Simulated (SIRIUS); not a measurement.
Crystal: WS2.

```
CELL_PARAMETERS angstrom
3.57820 0.00000 0.00000
-1.78910 3.09881 0.00000
0.00000 0.00000 5.77238
ATOMIC_POSITIONS crystal
W 0.00000 0.00000 0.00000
S 0.33333 0.66667 0.25200
S 0.66667 0.33333 0.74800
```

Measurements of this composition are mostly on another form, of space group No. 194.

Base run:

| Quantity | Value |
| --- | --- |
| Program | SIRIUS 7.10.0 |
| Functional | PBE |
| Potentials or basis | GBRV 1.5 PBE (ultrasoft) |
| Cutoff | 557 eV |
| Density cutoff | 5442 eV |
| k mesh | 8 × 8 × 4 |
| Occupations | fermi-dirac, width 0.05 eV |
| Spin | no spin polarisation |

Its results: band gap on the k mesh none (metal or under the smearing width); pressure -14.0 GPa; largest force 0.943 eV/Å.

**Question.** The run is repeated on the same cell with these changes: potentials or basis from GBRV 1.5 PBE (ultrasoft) to PseudoDojo 0.5 PBE standard (scalar relativistic); cutoff from 557 eV to 1030 eV; density cutoff from 5442 eV to 4119 eV. What comes out?

**Answer.** Band gap on the k mesh none (metal or under the smearing width); pressure -13.2 GPa; largest force 0.953 eV/Å.

Caveats: this functional lacks dispersion, which binds the layers, so the pressure and a relaxed spacing across them are unreliable.
